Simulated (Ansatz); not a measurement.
# SrO: the cell at several levels of theory

One table from this session's results is given with a row withheld; the runs are named, their logs left out.

Program: Ansatz 0.2.0. PAW datasets, plane waves, zero pressure. The values are computed, spin-unpolarised, and not measurements.

## Starting point

Space group P6_3/mmc (No. 194), hexagonal; conventional cell a = 3.553 Å, c = 6.217 Å, 17.00 Å³ an atom. Near Sr stand 6 O at 2.57 Å; near O stand 6 Sr at 2.57 Å.

Coordinates:

```cif
data_structure
_symmetry_space_group_name_H-M 'P 1'
_symmetry_Int_Tables_number 1
_cell_length_a 3.5533
_cell_length_b 3.5533
_cell_length_c 6.2173
_cell_angle_alpha 90.000
_cell_angle_beta 90.000
_cell_angle_gamma 120.000
_cell_volume 67.98
loop_
_atom_site_label
_atom_site_type_symbol
_atom_site_fract_x
_atom_site_fract_y
_atom_site_fract_z
_atom_site_occupancy
Sr1 Sr 0.33333 0.66667 0.25000 1
Sr2 Sr 0.66667 0.33333 0.75000 1
O1 O 0.00000 0.00000 0.00000 1
O2 O 0.00000 0.00000 0.50000 1
```

Set-up of the first run:

The input, input.yaml:

```yaml
crystal:
  lattice:
    - [3.5532880902, 0.0, 0.0]
    - [-1.7766440451, 3.0772377531, 0.0]
    - [0.0, 0.0, 6.21730398]
  atoms:
    - { symbol: Sr, position: [0.33333333, 0.66666667, 0.25] }
    - { symbol: Sr, position: [0.66666667, 0.33333333, 0.75] }
    - { symbol: O, position: [0.0, 0.0, 0.0] }
    - { symbol: O, position: [0.0, 0.0, 0.5] }
kpoints:
  mp_grid: { grid: [12, 12, 4] }
hamiltonian:
  xc: pbe
scf:
  occupations: { method: fermi_dirac, width: 0.02 }
relax:
  f_tol: 0.005
  cell: {}
```

Run with:

```
> ansatz run input.yaml --threads 2 --pin off --max-ram 2211MiB --backend cpu --events-out ev --progress --plain --runs-dir out
```

Among the steps run: PBE: cell and atoms; r2SCAN: cell and atoms; Relaxation with PBEsol; Relaxation with LDA; Relaxation with HSE06.

One of the session's tables, all rows but one given; the rest of the session is left out.

| level | a (Å) | c (Å) | volume (Å³/atom) |
| --- | --- | --- | --- |
| PBE | ? | ? | ? |
| r2SCAN | 3.547 | 6.208 | 16.912 |
| PBEsol | 3.521 | 6.156 | 16.526 |
| LDA | 3.478 | 6.086 | 15.939 |
| HSE06 | 3.545 | 6.197 | 16.857 |

**Question.** Estimate the row for PBE.

The run gave: a (Å): 3.577; c (Å): 6.243; volume (Å³/atom): 17.292. In the column «a (Å)» it is the highest.

In words: The first relaxation changed the volume by +1.7 % from the start. LDA gives the smallest cell and PBE the largest; they differ by 8.5 % in volume, a mean of 2.8 % in length. The meshes differ: PBE 12×12×4, r2SCAN 12×12×4, PBEsol 12×12×4, LDA 12×12×4, HSE06 6×6×4.
